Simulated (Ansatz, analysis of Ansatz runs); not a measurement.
# Charge-transition level of the Ni on the Ga site in GaP (HSE06 on PBE structures)

How near does this set-up come to the measured charge-transition level? Subject: Ni on the Ga site in GaP. Set-up: HSE06 on PBE structures, 32-site cell, PBE lattice, 420 eV, k: 2x2x2 shifted 0.5 0.5 0.5 then the zone centre alone. The model is a cell of 32 host atoms with 1 Ga taken out and 1 Ni put in. The level is the Fermi energy at which two charge states have equal formation energy, after a correction for the images of the charge. Exact exchange opens the gap, stiffens bonds and lessens the self-interaction error, at many times the cost.

What was measured. (0/-1) level above the valence-band top: 0.62 eV, by photoconductivity photoresponse (value called somewhat questionable) (quoted in “Electronic structure of transition-atom impurities in GaP”, 1985, V. A. Singh and Alex Zunger, quoting earlier work (1982)). (-1/-2) level above the valence-band top: 1.55 eV, by photocapacitance (quoted in “Electronic structure of transition-atom impurities in GaP”, 1985, V. A. Singh and Alex Zunger, quoting earlier work (1981)). The runs below try to reproduce this.

Method: plane-wave PAW DFT, PBE; relaxation of all atoms of a defect supercell, in Ansatz 0.2.0.

Report form: the programs' logs are mostly left out.

In doubt: a hybrid run on one k-point (steps 4, 5), which bears on gaps, levels and energies; the hybrid run may have settled on a false gap or state (step 5), so the values of those runs are not to be relied on.

### 1. The starting structure

The cell holds 32 atoms: 15 Ga, 1 Ni and 16 P. Cell: a = 9.535 Å, b = 9.535 Å, c = 9.535 Å, α = 109.5°, β = 109.5°, γ = 109.5°. It derives from GaP (space group F-43m). Nearest the centre at fractional (0.250, 0.500, 0.250): Ni7 at 0.00 Å, P28 at 2.38 Å, P19 at 2.38 Å, P23 at 2.38 Å, P22 at 2.38 Å, Ga1 at 3.89 Å, Ga3 at 3.89 Å, Ga2 at 3.89 Å.

The host's primitive cell comes from a first run (plane-wave PAW DFT, PBE; relaxation of the host's cell and atoms): vectors of 3.893, 3.893 and 3.893 Å. That is 20.86 Å³ an atom, 3.0 % over the diffraction cell's volume. The supercell is built on it.

### 2. Relaxation, charge 0

Every later number rests on the structure around the defect, so the atoms are relaxed at the host's lattice first.

relax0/input.yaml reads:

```yaml
relax:
  f_tol: 0.02
  max_steps: 80
  random_displacement: { amplitude: 0.05, seed: 444 }
crystal:
  lattice:
    - [-5.50512823, 5.50512823, -5.50512823]
    - [5.50512823, 5.50512823, 5.50512823]
    - [5.50512823, -5.50512823, -5.50512823]
  atoms:
    - { symbol: Ga, position: [0.0, 0.0, 0.0] }
    - { symbol: Ga, position: [0.0, 0.25, 0.75] }
    - { symbol: Ga, position: [0.0, 0.5, 0.5] }
    - { symbol: Ga, position: [0.0, 0.75, 0.25] }
    - { symbol: Ga, position: [0.25, 0.0, 0.75] }
    - { symbol: Ga, position: [0.25, 0.25, 0.5] }
    - { symbol: Ni, position: [0.25, 0.5, 0.25], spin: 3.0 }
    - { symbol: Ga, position: [0.25, 0.75, 0.0] }
    - { symbol: Ga, position: [0.5, 0.0, 0.5] }
    - { symbol: Ga, position: [0.5, 0.25, 0.25] }
    - { symbol: Ga, position: [0.5, 0.5, 0.0] }
    - { symbol: Ga, position: [0.5, 0.75, 0.75] }
    - { symbol: Ga, position: [0.75, 0.0, 0.25] }
    - { symbol: Ga, position: [0.75, 0.25, 0.0] }
    - { symbol: Ga, position: [0.75, 0.5, 0.75] }
    - { symbol: Ga, position: [0.75, 0.75, 0.5] }
    - { symbol: P, position: [0.0, 0.0, 0.75] }
    - { symbol: P, position: [0.0, 0.25, 0.5] }
    - { symbol: P, position: [0.0, 0.5, 0.25] }
    - { symbol: P, position: [0.0, 0.75, 0.0] }
    - { symbol: P, position: [0.25, 0.0, 0.5] }
    - { symbol: P, position: [0.25, 0.25, 0.25] }
    - { symbol: P, position: [0.25, 0.5, 0.0] }
    - { symbol: P, position: [0.25, 0.75, 0.75] }
    - { symbol: P, position: [0.5, 0.0, 0.25] }
    - { symbol: P, position: [0.5, 0.25, 0.0] }
    - { symbol: P, position: [0.5, 0.5, 0.75] }
    - { symbol: P, position: [0.5, 0.75, 0.5] }
    - { symbol: P, position: [0.75, 0.0, 0.0] }
    - { symbol: P, position: [0.75, 0.25, 0.75] }
    - { symbol: P, position: [0.75, 0.5, 0.5] }
    - { symbol: P, position: [0.75, 0.75, 0.25] }
  host:
    repeats: [1, 1, 1]
    atoms:
      - { symbol: Ga, position: [0.0, 0.0, 0.0] }
      - { symbol: Ga, position: [0.0, 0.25, 0.75] }
      # ... 30 more atoms of the perfect host
basis:
  ecutwfc: 420
  xc_grid: 2
hamiltonian:
  xc: pbe
kpoints:
  mp_grid: { grid: [2, 2, 2], shift: [0.5, 0.5, 0.5] }
magnetization:
  spin_polarized: true
  initial_magnetization: 3
  spin_locking: { lock_magnetization: hard }
scf:
  occupations: { method: fermi_dirac, width: 0.01 }
  max_iter: 120
output:
  forces: true
  charged_corrections:
    epsilon: 10.62
    static_epsilon: 12.85
    defect_position: [0.25, 0.5, 0.25]
checkpoint:
  write: "../relax0.run"
  compress: false
  write_wavefunctions: true
  write_every: 100000
```

Started as:

```console
> ansatz run input.yaml --threads 32 --pin off --max-ram 84787MiB --backend cuda --events-out ev --progress --plain --runs-dir out --max-vram 78GiB
```

Elapsed: 6.7 s, on 1 × NVIDIA GB200 with 32 threads of Arm Neoverse V2, shared host; peak memory 1.8 GiB; 34 s of CPU time.

The steps of the relaxation:

| step | energy less that of the first step (eV) | largest force component (eV/Å) |
| --- | --- | --- |
| 1 | 0.0000 | 0.8517 |
| 2 | -0.4762 | 0.3310 |
| 3 | -0.5549 | 0.0322 |
| 4 | -0.5556 | 0.0009 |

The atoms that moved most (Å, from the sites as typed, ahead of the random displacement, the mean shift of all atoms taken out):

```csv
atom,dx,dy,dz,length
P23,0.066,-0.066,-0.066,0.114
P22,0.066,0.066,0.066,0.114
P19,-0.066,0.066,-0.066,0.114
P28,-0.066,-0.066,0.066,0.114
Ga8,-0.003,-0.020,-0.020,0.028
Ga1,0.020,0.020,-0.003,0.028
Ga16,0.003,-0.020,0.020,0.028
Ga4,-0.020,-0.003,-0.020,0.028
```

The relaxed structure:

```xyz
32
Lattice="-5.5051 5.5051 -5.5051 5.5051 5.5051 5.5051 5.5051 -5.5051 -5.5051" Properties=species:S:1:pos:R:3 pbc="T T T"
Ga    0.0075    0.0164   -0.0004
Ga    5.5126   -2.7534   -2.7701
Ga    5.4728    0.0164    0.0049
Ga    5.4727    2.7462    2.7349
Ga    2.7402   -2.7563   -5.5029
Ga    2.7375    0.0163   -2.7303
Ni    2.7401    2.7490    0.0023
Ga    2.7373    5.4816    2.7348
Ga   -0.0323   -0.0235   -5.5055
Ga    0.0074    2.7464   -2.7303
Ga    0.0075    5.4817    0.0051
Ga    5.4727    2.7517   -2.7304
Ga   -2.7650    2.7489   -5.5028
Ga   -2.7623    5.5215   -2.7702
Ga    2.7401    2.7490   -5.5029
Ga    2.7428    5.4816   -2.7303
P     4.1181   -4.1383   -4.1207
P     4.1222   -1.3782   -1.3798
P     4.0508    1.4383    1.3129
P     4.1221    4.1311    4.1295
P     1.3622   -1.3742   -4.1208
P     1.4295    1.4384   -1.3085
P     1.4294    4.0596    1.3129
P     6.8673    1.3669   -1.3799
P    -1.3829    1.3709   -4.1207
P    -1.3871    4.1311   -1.3798
P     4.1222    1.3669   -4.1249
P     4.0508    4.0596   -1.3083
P    -4.1470    4.1269   -4.1208
P     1.3579    1.3669   -6.8809
P     1.3580    4.1310   -4.1249
P     1.3580    6.8762   -1.3798
```

Neighbours of Ni7 at the end:

| atom | distance (Å) |
| --- | --- |
| P23 | 2.270 |
| P22 | 2.270 |
| P28 | 2.270 |
| P19 | 2.270 |
| Ga1 | 3.864 |
| Ga16 | 3.864 |
| Ga8 | 3.864 |
| Ga10 | 3.865 |
| Ga6 | 3.865 |
| Ga14 | 3.865 |
| Ga4 | 3.865 |
| Ga12 | 3.865 |
| Ga11 | 3.865 |
| Ga3 | 3.865 |
| Ga9 | 3.865 |
| Ga2 | 3.865 |

This step gave:

| Property | Result |
| --- | --- |
| free energy | -74687.8278 eV |
| total moment | 3 μB |
| integral of the absolute spin density | 3.010 μB |
| spin contamination | 0.007327 |

The relaxation ends 17 meV an atom lower than the displaced start, with a largest force component of 9.5e-4 eV/Å.

### 3. Relaxation, charge −1

The input displaces the atoms at random before the relaxation, so that it can leave a symmetric saddle if there is one.

relax1/input.yaml reads:

```yaml
relax:
  f_tol: 0.02
  max_steps: 80
  random_displacement: { amplitude: 0.05, seed: 444 }
crystal:
  lattice:
    - [-5.50512823, 5.50512823, -5.50512823]
    - [5.50512823, 5.50512823, 5.50512823]
    - [5.50512823, -5.50512823, -5.50512823]
  atoms:
    - { symbol: Ga, position: [0.0, 0.0, 0.0] }
    - { symbol: Ga, position: [0.0, 0.25, 0.75] }
    - { symbol: Ga, position: [0.0, 0.5, 0.5] }
[... 3 atom lines left out ...]
    - { symbol: Ni, position: [0.25, 0.5, 0.25], spin: 2.0 }
[... 2 atom lines left out ...]
    - { symbol: Ga, position: [0.5, 0.25, 0.25] }
    - { symbol: Ga, position: [0.5, 0.5, 0.0] }
    - { symbol: Ga, position: [0.5, 0.75, 0.75] }
[... 1 atom line left out ...]
    - { symbol: Ga, position: [0.75, 0.25, 0.0] }
[... 4 atom lines left out ...]
    - { symbol: P, position: [0.0, 0.5, 0.25] }
[... 2 atom lines left out ...]
    - { symbol: P, position: [0.25, 0.25, 0.25] }
    - { symbol: P, position: [0.25, 0.5, 0.0] }
[... 4 atom lines left out ...]
    - { symbol: P, position: [0.5, 0.75, 0.5] }
[... 3 atom lines left out ...]
    - { symbol: P, position: [0.75, 0.75, 0.25] }
  host:
    repeats: [1, 1, 1]
    atoms:
      - { symbol: Ga, position: [0.0, 0.0, 0.0] }
      - { symbol: Ga, position: [0.0, 0.25, 0.75] }
      # ... 30 more atoms of the perfect host
total_charge: -1
basis:
  ecutwfc: 420
  xc_grid: 2
hamiltonian:
  xc: pbe
kpoints:
  mp_grid: { grid: [2, 2, 2], shift: [0.5, 0.5, 0.5] }
magnetization:
  spin_polarized: true
  initial_magnetization: 2
  spin_locking: { lock_magnetization: hard }
scf:
  occupations: { method: fermi_dirac, width: 0.01 }
  max_iter: 120
output:
  forces: true
  charged_corrections:
    epsilon: 10.62
    static_epsilon: 12.85
    defect_position: [0.25, 0.5, 0.25]
checkpoint:
  write: "../relax1.run"
  compress: false
  write_wavefunctions: true
  write_every: 100000
```

It took 10 s on 1 × NVIDIA GB200 with 32 threads; peak memory 1.9 GiB; 50 s of CPU time.

Relaxation path:

| step | energy less that of the first step (eV) | largest force component (eV/Å) |
| --- | --- | --- |
| 1 | 0.0000 | 0.8917 |
| 2 | -0.5558 | 0.3393 |
| 3 | -0.6402 | 0.0476 |
| 4 | -0.6412 | 0.0069 |
| 5 | -0.6413 | 0.0049 |
| 6 | -0.6413 | 0.0038 |

The atoms that moved most (Å, from the sites as typed, ahead of the random displacement, the mean shift of all atoms taken out):

| atom | dx | dy | dz | length |
| --- | --- | --- | --- | --- |
| P23 | 0.079 | -0.065 | -0.083 | 0.132 |
| P22 | 0.078 | 0.064 | 0.083 | 0.131 |
| P19 | -0.080 | 0.056 | -0.074 | 0.123 |
| P28 | -0.079 | -0.055 | 0.074 | 0.121 |
| Ga2 | 0.036 | 0.025 | -0.037 | 0.057 |
| Ga10 | 0.036 | -0.025 | 0.037 | 0.057 |
| Ga4 | -0.037 | -0.026 | -0.035 | 0.057 |
| Ga12 | -0.037 | 0.026 | 0.035 | 0.057 |

The relaxed structure:

```xyz
32
Lattice="-5.5051 5.5051 -5.5051 5.5051 5.5051 5.5051 5.5051 -5.5051 -5.5051" Properties=species:S:1:pos:R:3 pbc="T T T"
Ga    0.0142    0.0167   -0.0233
Ga    5.5290   -2.7316   -2.7875
Ga    5.4648    0.0155    0.0287
Ga    5.4557    2.7233    2.7195
Ga    2.7394   -2.7561   -5.5030
Ga    2.7138    0.0180   -2.7215
Ni    2.7499    2.7489    0.0007
Ga    2.7140    5.4797    2.7261
Ga   -0.0394   -0.0219   -5.5292
Ga    0.0237    2.7243   -2.7130
Ga    0.0151    5.4805    0.0280
Ga    5.4561    2.7747   -2.7148
Ga   -2.7656    2.7489   -5.5028
Ga   -2.7390    5.5187   -2.7744
Ga    2.7398    2.7489   -5.5026
Ga    2.7663    5.4846   -2.7261
P     4.1247   -4.1338   -4.1286
P     4.1237   -1.3797   -1.3818
P     4.0362    1.4290    1.3046
P     4.1154    4.1281    4.1224
P     1.3533   -1.3766   -4.1264
P     1.4418    1.4367   -1.2912
P     1.4432    4.0598    1.2959
P     6.8583    1.3691   -1.3741
P    -1.3814    1.3724   -4.1189
P    -1.3802    4.1269   -1.3721
P     4.1159    1.3696   -4.1172
P     4.0376    4.0703   -1.3000
P    -4.1487    4.1260   -4.1194
P     1.3646    1.3704   -6.8882
P     1.3643    4.1278   -4.1170
P     1.3564    6.8773   -1.3814
```

Neighbours of Ni7 at the end:

```
atom  distance (Å)
 P28         2.257
 P19         2.258
 P22         2.259
 P23         2.259
Ga12         3.834
 Ga4         3.836
Ga10         3.847
 Ga2         3.849
 Ga3         3.853
 Ga9         3.854
 Ga6         3.856
 Ga8         3.858
Ga16         3.863
Ga14         3.865
Ga11         3.865
 Ga1         3.866
```

Numbers from this step:

* free energy: -74680.9693 eV
* smearing term TS: 0.003846 eV
* total moment: 2 μB
* integral of the absolute spin density: 2.021 μB
* spin contamination: 0.01031

The other runs of this kind differ in structure, charge or spin alone:

```
                  run    outcome  energy less the first (eV)  moment (μB)  time
relaxation, charge −1  converged                      0.0000         2.00  10 s
relaxation, charge −2  converged                      7.2140         1.00  11 s
```

The relaxation ends 20 meV an atom lower than the displaced start, with a largest force component of 0.0038 eV/Å.

### 4. Single point, charge 0

The relaxed structure is kept, and the final numbers are taken at the final level and k-points.

This step: plane-wave PAW DFT, HSE06; single point of a defect supercell on the structure relaxed with PBE.

point0/input.yaml reads:

```yaml
crystal:
  lattice:
    - [-5.50512823, 5.50512823, -5.50512823]
    - [5.50512823, 5.50512823, 5.50512823]
    - [5.50512823, -5.50512823, -5.50512823]
  atoms:
    - { symbol: Ga, position: [0.001523271, 0.002166543, 0.000723317] }
    - { symbol: Ga, position: [0.001524343, 0.250595701, 0.752272691] }
    - { symbol: Ga, position: [0.001036873, 0.498551984, 0.496617272] }
    - { symbol: Ga, position: [0.00103339, 0.746480159, 0.248657325] }
[... 1 atom line left out ...]
    - { symbol: Ga, position: [0.249462009, 0.2501094, 0.496606811] }
    - { symbol: Ni, position: [0.249468914, 0.498544486, 0.248659666], spin: 3.0 }
    - { symbol: Ga, position: [0.249467166, 0.746472604, 0.000221101] }
    - { symbol: Ga, position: [0.497903844, -0.005073782, 0.497101463] }
[... 2 atom lines left out ...]
    - { symbol: Ga, position: [0.49790923, 0.746981523, 0.745043919] }
[... 3 atom lines left out ...]
    - { symbol: Ga, position: [0.745835858, 0.746971432, 0.497089183] }
[... 2 atom lines left out ...]
    - { symbol: P, position: [0.011391448, 0.498540802, 0.248667498] }
[... 2 atom lines left out ...]
    - { symbol: P, position: [0.249477823, 0.260467197, 0.248667836] }
    - { symbol: P, position: [0.249465698, 0.498534929, 0.0105794] }
[... 4 atom lines left out ...]
    - { symbol: P, position: [0.48754471, 0.736625571, 0.48673986] }
[... 3 atom lines left out ...]
    - { symbol: P, position: [0.749846171, 0.747865025, 0.248663927] }
  host:
    repeats: [1, 1, 1]
    atoms:
      - { symbol: Ga, position: [0.0, 0.0, 0.0] }
      - { symbol: Ga, position: [0.0, 0.25, 0.75] }
      # ... 30 more atoms of the perfect host
basis:
  ecutwfc: 420
  xc_grid: 2
hamiltonian:
  xc: hse06
kpoints:
  mp_grid: { grid: [1, 1, 1] }
magnetization:
  spin_polarized: true
  initial_magnetization: 3
  spin_locking: { lock_magnetization: hard }
scf:
  occupations: { method: fermi_dirac, width: 0.01 }
  max_iter: 120
output:
  forces: true
  charged_corrections:
    epsilon: 10.62
    static_epsilon: 12.85
    defect_position: [0.25, 0.5, 0.25]
  eigenvalues: true
checkpoint:
  read: "../relax0.run"
  write: "../point0.run"
  compress: false
  write_wavefunctions: true
  write_every: 100000
```

Run time: 8.8 s. Hardware: 1 × NVIDIA GB200 with 32 threads; peak memory 1.4 GiB.

Read from the output:

```yaml
free_energy: -74699.9529 eV
total_moment: 3 μB
integral_of_the_absolute_spin_density: 3.241 μB
spin_contamination: 0.03341
```

### 5. Single point, charge −1

This step: plane-wave PAW DFT, HSE06; single point of a defect supercell on the structure relaxed with PBE.

point1/input.yaml reads:

```yaml
crystal:
  lattice:
    - [-5.50512823, 5.50512823, -5.50512823]
    - [5.50512823, 5.50512823, 5.50512823]
    - [5.50512823, -5.50512823, -5.50512823]
  atoms:
    - { symbol: Ga, position: [0.0036422, 0.002807746, 0.003409198] }
    - { symbol: Ga, position: [0.005065367, 0.25406945, 0.755336487] }
    - { symbol: Ga, position: [-0.001201927, 0.49774165, 0.493731596] }
    - { symbol: Ga, position: [0.000351335, 0.742859728, 0.248517324] }
[... 2 atom lines left out ...]
    - { symbol: Ni, position: [0.249597611, 0.499424819, 0.249689014], spin: 2.0 }
    - { symbol: Ga, position: [0.250101129, 0.74418755, -0.001102443] }
    - { symbol: Ga, position: [0.50019856, -0.005574047, 0.498608419] }
    - { symbol: Ga, position: [0.493841091, 0.24958001, 0.248559151] }
[... 1 atom line left out ...]
    - { symbol: Ga, position: [0.498580563, 0.747563799, 0.74211878] }
[... 6 atom lines left out ...]
    - { symbol: P, position: [0.011302378, 0.496374947, 0.248095583] }
[... 2 atom lines left out ...]
    - { symbol: P, position: [0.247755665, 0.261443103, 0.248225219] }
    - { symbol: P, position: [0.251034889, 0.499809218, 0.013377918] }
[... 4 atom lines left out ...]
    - { symbol: P, position: [0.487747891, 0.736389428, 0.484777226] }
[... 3 atom lines left out ...]
    - { symbol: P, position: [0.750090727, 0.7478151, 0.248656476] }
  host:
    repeats: [1, 1, 1]
    atoms:
      - { symbol: Ga, position: [0.0, 0.0, 0.0] }
      - { symbol: Ga, position: [0.0, 0.25, 0.75] }
      # ... 30 more atoms of the perfect host
total_charge: -1
basis:
  ecutwfc: 420
  xc_grid: 2
hamiltonian:
  xc: hse06
kpoints:
  mp_grid: { grid: [1, 1, 1] }
magnetization:
  spin_polarized: true
  initial_magnetization: 2
  spin_locking: { lock_magnetization: hard }
scf:
  occupations: { method: fermi_dirac, width: 0.01 }
  max_iter: 120
output:
  forces: true
  charged_corrections:
    epsilon: 10.62
    static_epsilon: 12.85
    defect_position: [0.25, 0.5, 0.25]
  eigenvalues: true
checkpoint:
  read: "../relax1.run"
  write: "../point1.run"
  compress: false
  write_wavefunctions: true
  write_every: 100000
```

Elapsed: 39 s, on 1 × NVIDIA GB200 with 32 threads; peak memory 1.4 GiB.

Numbers from this step:

- free energy: -74692.7827 eV
- total moment: 2 μB
- integral of the absolute spin density: 2.298 μB
- spin contamination: 0.03244

The other runs of this kind differ in structure, charge or spin alone:

| run | outcome | energy less the first (eV) | moment (μB) | time |
| --- | --- | --- | --- | --- |
| single point, charge −1 | converged | 0.0000 | 2.00 | 39 s |
| single point, charge −2 | converged | 7.6457 | 1.00 | 13 s |

### 6. Charge-transition levels

A charged cell feels its images and has its own zero of potential; this step corrects both and places the level between the host's band edges.

This step: place-levels on HSE06 runs: charge-transition levels with image-charge correction and potential alignment at the atomic sites.

levels.yaml reads:

```yaml
host:
  run: host.point.run
states: [point0.run, point1.run, point2.run]
geometry_from:
  point0.run: relax0.run
  point1.run: relax1.run
  point2.run: relax2.run
```

Started as:

```console
> ansatz place-levels levels.yaml -- --threads 32 --pin off --max-ram 84787MiB
```

Elapsed: 0.67 s, on 32 threads.

Numbers from this step:

```yaml
gap: 2.388 eV
```

### 7. What came out

```yaml
static_dielectric_constant_used: 12.8
band_gap_of_the_host: 2.39 eV
0_minus_1_level_above_the_valence_band_top: 1.11 eV
minus_1_minus_2_level_above_the_valence_band_top: 1.99 eV
time_of_the_whole_chain: 1.8 min on 32 threads and a graphics card
```

What this shows: (0/-1) level above the valence-band top: computed 1.11 eV, measured 0.62 eV; 0.49 eV above the measurement. (-1/-2) level above the valence-band top: computed 1.99 eV, measured 1.55 eV; 0.44 eV above the measurement. The level is counted in a gap of 2.39 eV, and the correction is screened by a dielectric constant of 12.8 from a linear-response run on the host (PBE). The total moment is locked at the high-spin value, which doesn't force the spin onto the d shell; spin-orbit coupling, which lowers the gap of these hosts' heavier members, is left out. Limits: the total moment of each charge state is locked at an assumed value; the band edges were read at the supercell's own k-points, which can miss the true edges by tenths of an eV; the zone centre alone is a coarse sampling for this cell; the structure comes from another functional than the final numbers.

[Logs are printed without paths, hosts, clocks, repeated set-up lines and the standing remarks that a program may print on its own settings, such as how far it seeks lower states.]

[Hosts, paths, dates, database ids (printed as entryN), source tags and the programs' standing remarks are cut or masked in the printed files.]

[For some hosts the program warned that the k-mesh of the response run may be too coarse for force constants and the static dielectric constant; such warnings are not shown here.]
